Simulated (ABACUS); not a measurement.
# NbAs (I4_1md) in ABACUS: runs at scaled volumes

Single points of NbAs at other volumes, in PBE.

Program: ABACUS 3.10.1. These are calculated values, not measurements. Logs are shortened: lines on timing, memory, paths and dates and some standing lists are left out, and cuts for length are marked.

## Step 1: The cell of the first run

It takes space group I4_1md (No. 109, tetragonal). Conventional cell: a = 3.381 Å, b = 3.381 Å, c = 11.442 Å, α = 90.00°, β = 90.00°, γ = 90.00°. Nb (site symmetry 2mm) is surrounded by 6 As at 2.54 to 2.58 Å. As (site symmetry 2mm) has 6 Nb at 2.54 to 2.58 Å as nearest neighbours.

## Step 2: Equation of state, PBE, 16.35 Å³/atom (volume scaled by 0.94)

Contents of INPUT:

```
INPUT_PARAMETERS
suffix              NbAs
calculation         scf
basis_type          pw
pseudo_dir          ./
symmetry            1
dft_functional      pbe
ecutwfc             84
pseudo_rcut         10
nspin               1
nbands              34
ks_solver           dav
smearing_method     fd
smearing_sigma      0.00367493
scf_thr             1e-08
scf_nmax            100
mixing_type         broyden
mixing_beta         0.7
cal_force           1
cal_stress          1
kpar                4
```

Contents of STRU:

```
ATOMIC_SPECIES
Nb 92.9064 Nb.upf
As 74.9216 As.upf

LATTICE_CONSTANT
1.8897261246

LATTICE_VECTORS
-1.6906186857 1.6906186857 5.7207828749
1.6906186857 -1.6906186857 5.7207828749
1.6906186857 1.6906186857 -5.7207828749

ATOMIC_POSITIONS
Direct

Nb
0.0
2
0.5000000000 0.0000000000 0.5000000000 1 1 1
0.7500000000 0.7500000000 0.0000000000 1 1 1

As
0.0
2
0.9160000000 0.4160000000 0.5000000000 1 1 1
0.1660000000 0.1660000000 0.0000000000 1 1 1
```

Contents of KPT:

```
K_POINTS
0
Gamma
11 11 11 0 0 0
```

Potentials or basis: PseudoDojo NC SR 0.4.1 PBE standard, plane waves.

Command:

```console
> OMP_NUM_THREADS=1 mpirun -np 4 abacus > log
```

running log:

```text
ABACUS v3.10.1

               Atomic-orbital Based Ab-initio Computation at UStc

 ------------------------------------------------------------------------------------

 READING GENERAL INFORMATION
                           global_out_dir = OUT.NbAs/
                           global_in_card = INPUT
                               pseudo_dir = ./
                              orbital_dir =
                                    DSIZE = 4
                                    GSIZE = 1

 READING UNITCELL INFORMATION
                                    ntype = 2
                  lattice constant (Bohr) = 1.88973
              lattice constant (Angstrom) = 1

 READING ATOM TYPE 1
                               atom label = Nb
                      L=0, number of zeta = 1
                      L=1, number of zeta = 1
                      L=2, number of zeta = 1
             number of atom for this type = 2

 READING ATOM TYPE 2
                               atom label = As
                      L=0, number of zeta = 1
                      L=1, number of zeta = 1
                      L=2, number of zeta = 1
             number of atom for this type = 2

                        TOTAL ATOM NUMBER = 4
DIRECT COORDINATES
    atom                   x                   y                   z     mag                  vx                  vy                  vz
taud_Nb1            0.5000000000        0.0000000000        0.5000000000  0.0000        0.0000000000        0.0000000000        0.0000000000
taud_Nb2            0.7500000000        0.7500000000        0.0000000000  0.0000        0.0000000000        0.0000000000        0.0000000000
taud_As1            0.9160000000        0.4160000000        0.5000000000  0.0000        0.0000000000        0.0000000000        0.0000000000
taud_As2            0.1660000000        0.1660000000        0.0000000000  0.0000        0.0000000000        0.0000000000        0.0000000000

                          Volume (Bohr^3) = 441.371
                             Volume (A^3) = 65.4043

 Lattice vectors: (Cartesian coordinate: in unit of a_0)
             -1.69062            +1.69062            +5.72078
             +1.69062            -1.69062            +5.72078
             +1.69062            +1.69062            -5.72078
 Reciprocal vectors: (Cartesian coordinate: in unit of 2 pi/a_0)
                   +0            +0.29575          +0.0874006
             +0.29575                  +0          +0.0874006
             +0.29575            +0.29575                  +0
 The esolver type has been set to : ksdft_pw

                PAO radial cut off (Bohr) = 10

 Read in pseudopotential file is Nb.upf
                     pseudopotential type = NC
          exchange-correlation functional = PBE
                 nonlocal core correction = 1
                        valence electrons = 13
                                     lmax = 2
                           number of zeta = 4
                     number of projectors = 6
                           L of projector = 0
[... 5 lines left out ...]
                PAO radial cut off (Bohr) = 10

 Read in pseudopotential file is As.upf
                     pseudopotential type = NC
          exchange-correlation functional = PBE
                 nonlocal core correction = 1
                        valence electrons = 15
                                     lmax = 2
                           number of zeta = 3
                     number of projectors = 6
                           L of projector = 0
                           L of projector = 0
                           L of projector = 1
                           L of projector = 1
                           L of projector = 2
                           L of projector = 2
     initial pseudo atomic orbital number = 38

 SETUP THE ELECTRONS NUMBER
            electron number of element Nb = 13
      total electron number of element Nb = 26
            electron number of element As = 15
      total electron number of element As = 30
            AUTOSET number of electrons:  = 56
                           occupied bands = 28
                                   NBANDS = 34
                                   NLOCAL = 36

%%%%%%%%%%%%%%%%%%%%%%%%%%%%%%%%%%%%%%%%%%%%%%%%%%%%%%%%%%%%%%%%%%%%%%%%%%%%%%%%%%%%%%%%%%%%%%%%%%%%%%%%%%
 Warning: the number of valence electrons in pseudopotential > 5 for Nb: [Kr] 4d4 5s1
 Warning: the number of valence electrons in pseudopotential > 5 for As: [Ar] 3d10 4s2 4p3
 Pseudopotentials with additional electrons can yield (more) accurate outcomes, but may be less efficient.
 If you're confident that your chosen pseudopotential is appropriate, you can safely ignore this warning.
%%%%%%%%%%%%%%%%%%%%%%%%%%%%%%%%%%%%%%%%%%%%%%%%%%%%%%%%%%%%%%%%%%%%%%%%%%%%%%%%%%%%%%%%%%%%%%%%%%%%%%%%%%

 SETUP THE PLANE WAVE BASIS
 energy cutoff for charge/potential (unit:Ry) = 336
            fft grid for charge/potential = [ 72, 72, 72 ]
                        fft grid division = [ 1, 1, 1 ]
        big fft grid for charge/potential = [ 72, 72, 72 ]
                                     nbxx = 373248
                                     nrxx = 373248

[... 74 lines left out ...]
                                    ibrav = 6
                       right hand lattice = 1
(for k-lattice: )
                             BRAVAIS TYPE = 6
                     BRAVAIS LATTICE NAME = 06. Tetrogonal I (body-centered)
                                    ibrav = 6
                       right hand lattice = 1
                        ROTATION MATRICES = 16
                               nkstot_ibz = 126
K-POINTS REDUCTION ACCORDING TO SYMMETRY
     IBZ    DIRECT_X    DIRECT_Y    DIRECT_Z  WEIGHT  ibz2bz
       1  0.00000000  0.00000000  0.00000000  0.0008       0
       2 -0.09090909  0.00000000  0.09090909  0.0060       1
       3 -0.18181818  0.00000000  0.18181818  0.0060       2
       4 -0.27272727  0.00000000  0.27272727  0.0060       3
       5 -0.36363636  0.00000000  0.36363636  0.0060       4
       6 -0.45454545  0.00000000  0.45454545  0.0060       5
[... 22 lines left out ...]
      29 -0.27272727  0.36363636 -0.09090909  0.0120      40
      30 -0.27272727  0.27272727  0.00000000  0.0030      41
[... 96 further k points ...]

                               nkstot now = 126
[... K-POINTS DIRECT COORDINATES: 126 rows ...]

           k-point number in this process = 32
       minimum distributed K point number = 31
[... stars of the k points ...]

[... K-POINTS CARTESIAN COORDINATES: 32 rows ...]

[... K-POINTS DIRECT COORDINATES: 32 rows ...]

 SETUP PLANE WAVES FOR WAVE FUNCTIONS
     energy cutoff for wavefunc (unit:Ry) = 84
              fft grid for wave functions = [ 72, 72, 72 ]
                    number of plane waves = 7907
                         number of sticks = 809

 PARALLEL PW FOR WAVE FUNCTIONS
     PROC   COLUMNS(POT)             PW
        1            809           7907
 --------------- sum -------------------
        1            809           7907

 SETUP NONLOCAL PSEUDOPOTENTIALS IN PLANE WAVE BASIS
 Nb non-local projectors:
 projector 1 L=0
 projector 2 L=0
 projector 3 L=1
 projector 4 L=1
 projector 5 L=2
 projector 6 L=2
 As non-local projectors:
 projector 1 L=0
 projector 2 L=0
 projector 3 L=1
 projector 4 L=1
 projector 5 L=2
 projector 6 L=2
      TOTAL NUMBER OF NONLOCAL PROJECTORS = 72

 Init Non-Local PseudoPotential table :
 Init Non-Local-Pseudopotential done.

                                     npwx = 5759

 Make real space PAO into reciprocal space.
       max mesh points in Pseudopotential = 1001
     dq(describe PAO in reciprocal space) = 0.01
                                    max q = 1104

 number of pseudo atomic orbitals for Nb is 4
WARNING: norm of atomic wavefunction # 3 of atomic type Nb is 0.999884, renormalized
WARNING: norm of atomic wavefunction # 4 of atomic type Nb is 0.999302, renormalized

 number of pseudo atomic orbitals for As is 3
WARNING: norm of atomic wavefunction # 3 of atomic type As is 0.99996, renormalized

 -------------------------------------------
 SELF-CONSISTENT
 -------------------------------------------

                                 init_chg = atomic

 PW ALGORITHM --------------- ION=   1  ELEC=   1--------------------------------

 Notice: Threshold on eigenvalues was too large.
 hsover_error=0.56 > DRHO=0.418441
 Origin diag ethr = 0.01
 New diag ethr = 0.000747215

 Density error is 0.417439550478
                          Error Threshold = 0.000747215489669
----------------------------------------------------------
     Energy           Rydberg                 eV
----------------------------------------------------------
 E_KohnSham     -673.4375992903      -9162.5885977890
 E_Harris       -675.8552903325      -9195.4829719661
 E_Fermi        1.3706159872         18.6481871963
----------------------------------------------------------
[... 75 lines left out ...]
 Density error is 3.05821396821e-09
                          Error Threshold = 5.14437133668e-11
----------------------------------------------------------
     Energy           Rydberg                 eV
----------------------------------------------------------
 E_KohnSham     -673.5932648246      -9164.7065360370
 E_KS(sigma->0) -673.5930495746      -9164.7036074112
 E_Harris       -673.5929332209      -9164.7020243371
 E_band         -29.6244991424       -403.0619887324
 E_one_elec     -195.9188125194      -2665.6121956582
 E_Hartree      135.3533912750       1841.5773649629
 E_xc           -147.8206216857      -2011.2027368280
 E_Ewald        -465.2067913945      -6329.4631112619
 E_entropy(-TS) -0.0004304999        -0.0058572517
 E_descf        0.0000000000         0.0000000000
 E_exx          0.0000000000         0.0000000000
 E_Fermi        1.3113496368         17.8418271304
----------------------------------------------------------

 charge density convergence is achieved
 final etot is -9164.706536 eV
 EFERMI = 17.84182713 eV

 STATE ENERGY(eV) AND OCCUPATIONS    NSPIN == 1
 1/32 kpoint (Cartesian) = 0.0000 0.0000 0.0000 (5759 pws)
       1       -37.1392     0.00150263
       2       -37.1010     0.00150263
       3       -17.8424     0.00150263
       4       -17.8424     0.00150263
       5       -17.8156     0.00150263
       6       -17.8145     0.00150263
[... 206 lines left out ...]
      33        20.8313    1.30023e-28
      34        21.6599    8.25123e-36

[... levels at 26 further k points ...]

------------------------------------------------------------------------------------------
 TOTAL-FORCE (eV/Angstrom)
------------------------------------------------------------------------------------------
                       Nb1         0.0000000000         0.0000000000        -0.3833501294
                       Nb2         0.0000000000         0.0000000000        -0.3833501294
                       As1         0.0000000000         0.0000000000         0.3833501294
                       As2         0.0000000000         0.0000000000         0.3833501294
------------------------------------------------------------------------------------------

----------------------------------------------------------------
 TOTAL-STRESS (KBAR)
----------------------------------------------------------------
       163.7473732028        -0.0000000000        -0.0000000000
        -0.0000000000       163.7473732028         0.0000000000
         0.0000000000         0.0000000000       156.2676425019
----------------------------------------------------------------
 TOTAL-PRESSURE: 161.254130 KBAR

 --------------------------------------------
 !FINAL_ETOT_IS -9164.7065360370233975 eV
 --------------------------------------------
```

It took 8.7 min on 4 MPI ranks of Intel Xeon Platinum 8259CL at 2.50GHz (Skylake/Cascade Lake), shared host; peak memory 1 GiB.

What came out:

| Quantity | Value |
| --- | --- |
| Free energy | -9164.7065 eV |
| Pressure | 16.1 GPa |
| Largest force | 0.383 eV/Å |
| Band gap on the k mesh | 0.03 eV, indirect (least direct gap 0.09 eV) |

Caveat: there are fewer bands than atomic start orbitals, so a level may be missed at k points of high symmetry; an odd mesh through Γ misses points on the zone boundary, where band edges often lie.
